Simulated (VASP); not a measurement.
Here is a VASP 6.6.1 calculation.

File INCAR:

```
PREC = Accurate
ENCUT = 520
EDIFF = 1E-6
ISMEAR = 0
SIGMA = 0.05
LREAL = False
LASPH = True
NELM = 80
ALGO = Fast
ISIF = 2
LWAVE = False
LCHARG = False
NBANDS = 11
```

KPOINTS

```
regular mesh
0
Gamma
  10 10 10
```

POSCAR

```
AlN
1.0
    0.0000000000      2.0345180000      2.0345180000
    2.0345180000      0.0000000000      2.0345180000
    2.0345180000      2.0345180000      0.0000000000
Al N
1 1
Direct
    0.5000000000      0.5000000000      0.5000000000
    0.0000000000      0.0000000000      0.0000000000
```

Potentials or basis: VASP PAW LDA potentials, release 64 (Al, N).

The run is started by

```sh
$ cat potpaw_LDA.64/Al/POTCAR potpaw_LDA.64/N/POTCAR > POTCAR
$ mpirun -np 1 vasp_std > vasp.out
```

Q: Predict the pressure.

A: -10.3 GPa.

Q: Estimate the band gap on the k mesh.

A: 4.28 eV, indirect (least direct gap 5.50 eV).

A k mesh can miss the band edges. A hybrid or GW would open this gap; LDA tends to underestimate it.
